**Question**

The table gives bulk moduli $B=-V\,dP/dV$ ($V$ volume, $P$ pressure) from BLYP equation-of-state fits, and in its last column the error relative to the measured value. (a) Explain the sign and size of the five known errors, Ta included. (b) Forecast $B$ and its error for Al and BP, with error bars, using rough recalled moduli of 76 and 170 GPa. (c) Judge the forecasts against the results.

ABINIT 10.8.3, Kohn-Sham DFT with the BLYP functional for periodic crystals, without spin polarization, spin-orbit coupling or dispersion correction; Fermi-Dirac smearing of 0.05 eV. The computed bulk modulus is taken at the energy minimum of an equation of state fitted to energies at seven volumes, from 6 % below to 6 % above that of the given cell.

| formula | space group | volume of the given cell (Å³/atom) | potentials or basis | wave cutoff (eV) | k-mesh | computed bulk modulus (GPa) | measured bulk modulus (GPa) | range of the values found (GPa) | what was measured, and how | source | computed over measured, less one (%) |
| --- | --- | --- | --- | --- | --- | --- | --- | --- | --- | --- | --- |
| Al | Fm-3m | 16.60 | JTH PAW PBE v2.0 | 544 | 11x11x11 | ? | ? | ? | ? | ? | ? |
| BP | F-43m | 11.68 | JTH PAW PBE v2.0 | 544 | 10x10x10 | ? | ? | ? | ? | ? | ? |
| Ta | Im-3m | 18.01 | JTH PAW PBE v2.0 | 517 | 11x11x11 | 185.9 | 194 | 194 to 198 | experimental value at ambient conditions; not stated; bulk crystal | arXiv:1910.08312 (2019) | -4.2 |
| SiC | F-43m | 10.35 | JTH PAW PBE v2.0 | 544 | 10x10x10 | 198.7 | 225 | one value | bulk modulus B; quoted earlier experiment; bulk crystal | pmc:9505936 (2022) | -11.7 |
| W | Im-3m | 15.85 | JTH PAW PBE v2.0 | 408 | 12x12x12 | 271.8 | 307 | one value | isotropic polycrystalline bulk modulus K, bounded above by the literature value in the fit; surface Brillouin spectroscopy; bulk crystal | arXiv:1710.07581 (2017) | -11.5 |
| BN | F-43m | 5.96 | JTH PAW PBE v2.0 | 707 | 13x13x13 | 355.2 | 395 | 395 to 400 | isothermal B0, Vinet fit; equation-of-state measurement; bulk crystal | arXiv:1208.3664 (2012) | -10.1 |
| C | Fd-3m | 5.67 | PseudoDojo NC SR PBE v0.4.1 standard | 1116 | 13x13x13 | 398.4 | 442 | 441.8 to 444.8 | B0 from ultrasound; ultrasonic measurement; bulk crystal | arXiv:cond-mat/0702656 (2007) | -9.9 |

**Model answer (a): the mechanism**

The computed modulus belongs to BLYP's own energy minimum $V_0$, not to the listed volume $V$. In all five runs $V_0$ is larger, by $x=V_0/V-1$ between 1.6 % (BN) and 5.4 % (W). Put differently, the functional leaves a positive pressure of 6 to 17 GPa at the listed cell, and the crystal swells until it vanishes.

A swollen crystal is softer. With $B'=dB/dP$ constant, $dB=B'\,dP=-B'B\,dV/V$, so $B\propto V^{-B'}$. If $s$ is BLYP's modulus at the listed cell divided by the measured one,

$$\frac{B_\text{calc}}{B_\text{meas}}=s\,(1+x)^{-B'}.$$

The runs give $B'$ near 4, so each per cent of excess volume costs about four per cent of stiffness. For the known rows this split only rearranges the fitted $V_0$, $B$ and $B'$; it locates the error and tests nothing.

For the tetrahedral solids $s$, read from the Birch-Murnaghan curve, averages 1.003 with a spread of 0.043, so on average expansion accounts for their error; singly, BN is 4.5 % too soft and C 3.9 % too stiff at the listed cell. BN's listed cell is roughly 1 % larger in volume than the real one (recalled), which lowers its $x$ and $s$ together. The order among SiC, W, BN and C is unresolved, since two points separate them and the fits are trusted to about 3 %.

Ta is the irregular row. At the listed cell it is 13.6 % too stiff, and a 4.6 % expansion then brings it to $-4.2$ %: the small error is a cancellation. W is also too stiff there, by 9.9 %. That $s>1$ is tied to $d$ bonding is a guess from two metals, computed without spin-orbit coupling and with only one volume beyond $V_0$; W's reference was moreover capped by a literature value.

Why BLYP expands is argued from theory. Becke's gradient correction lowers the exchange energy most where the density is inhomogeneous, as in separated atoms, and so weakens binding. LYP correlation does not reproduce the uniform electron gas and is too small there, which should hurt most in a nearly-free-electron metal. The local density approximation, lacking the gradient term, typically overbinds, so the same crystals would shrink and come out stiffer; PBE usually falls between the two.

**Model answer (b): forecasts**

BP is tetrahedral like SiC, BN and C and takes their mean ratio, 0.895, so $0.895\times170=152$ GPa. Predicting each of the three from the other two misses by under 2 %. The bar combines 1 % scatter, 3 % fit noise and 6 % doubt about the recalled value in quadrature. **Forecast: $152\pm10$ GPa, error $-11\pm6$ %.**

Al has no analogue among the known rows. It takes $s$ from the $sp$-bonded solids, having no occupied $d$ band, the mean expansion of the two metals, and a rough recalled $B'$ of 4.5:

$$1.003\times1.050^{-4.5}=1.003\times0.803=0.805,\qquad 0.805\times76=61\ \text{GPa}.$$

The spread of $x$ over all five rows, 1.4 points, multiplied by $B'$ dominates the bar; with the doubts on $s$, $B'$ and the recalled modulus it comes to about 8 %, widened by 1.5 for lack of a simple metal. **Forecast: $61\pm8$ GPa, error $-20\pm10$ %.**

Qualitatively, both should be too soft, BP should lie below SiC, and Al should have the lowest modulus and the largest relative error. Two alternatives stand beside these. The law $B=A\,d^{-3.5}$ in the bond length $d$, with $A$ averaged over SiC, BN and C, gives 169 GPa for BP; the mean Ta/W ratio gives 70 GPa for Al.

The withheld rows as computed:

| formula | space group | volume of the given cell (Å³/atom) | potentials or basis | wave cutoff (eV) | k-mesh | computed bulk modulus (GPa) | measured bulk modulus (GPa) | range of the values found (GPa) | what was measured, and how | source | computed over measured, less one (%) |
| --- | --- | --- | --- | --- | --- | --- | --- | --- | --- | --- | --- |
| Al | Fm-3m | 16.60 | JTH PAW PBE v2.0 | 544 | 11x11x11 | 58.0 | 76.9 | one value | bulk modulus; literature experiment; bulk crystal | pmc:3831299 (2013) | -24.6 |
| BP | F-43m | 11.68 | JTH PAW PBE v2.0 | 544 | 10x10x10 | 148.8 | 174 | 173 to 179 | B0, Murnaghan EOS fit with V0 fixed at 93.45 A^3; XRD in diamond anvil cell; powder | arXiv:1505.05714 (2015) | -14.5 |

**Model answer (c): hits and misses**

Neither row entered any average, and the qualitative statements hold. Both forecasts were too stiff by about 3 GPa, 5.4 % of the computed value for Al and 2.2 % for BP, each under half a bar. Since the recalled moduli set the scale, only the ratios were really forecast, and both errors were underestimated.

Al's error of $-24.6$ % is about 5 points beyond the forecast and twice the worst known row. The fitted curve of its run shows why: $x=5.2$ %, $B'\approx5.1$ and $s\approx0.97$. The expansion was forecast well; the miss comes from a steeper $B'$ than the recalled 4.5 and from an $s$ slightly below 1. Al swells no more than W, so these rows show no special expansion from LYP's uniform-gas deficit. What sets Al apart is that the same swelling costs it more stiffness and no excess stiffness at the listed cell makes up for it. The Ta/W ratio missed by 12 GPa mainly because it carries over the compensation $s>1$, which Al lacks; Al's steeper $B'$ adds to the miss.

BP's error of $-14.5$ % lies inside the stated bar only because that bar includes the doubt about the recalled modulus, which does not enter the ratio; without it the bar is about 3 points and the error falls just outside. The fitted curve gives $x=4.0$ % and $s\approx0.99$, so expansion explains nearly all of the error, as in SiC. BP swells about as much as SiC and C but lacks their small excess stiffness at the listed cell, which leaves its error larger than theirs. The 3.9-point gap to the forecast is hardly larger than the 3 % allowed for the fits. The bond-length law missed by 20 GPa, over three times its bar: from SiC to BP the law allows a drop of about 13 %, while the computed moduli drop by 25 %.

**Remarks on the reasoning**

Credit goes to separating $s$ from $x$ instead of averaging errors by the label "metal". For practical use, these seven rows allow no single correction factor: the errors span 4 to 25 %, and the equilibrium volume is the first thing to check against the real density.

The blame on the functional has limits. The potentials were built for PBE, and BN's PAW spheres overlap; neither effect was tested. W's cutoff is short for stress (14.3 GPa printed against 16.1 from the energies), but its modulus comes from the energies. Temperature and zero-point motion generally lower measured moduli, so the static errors are, if anything, larger than listed.
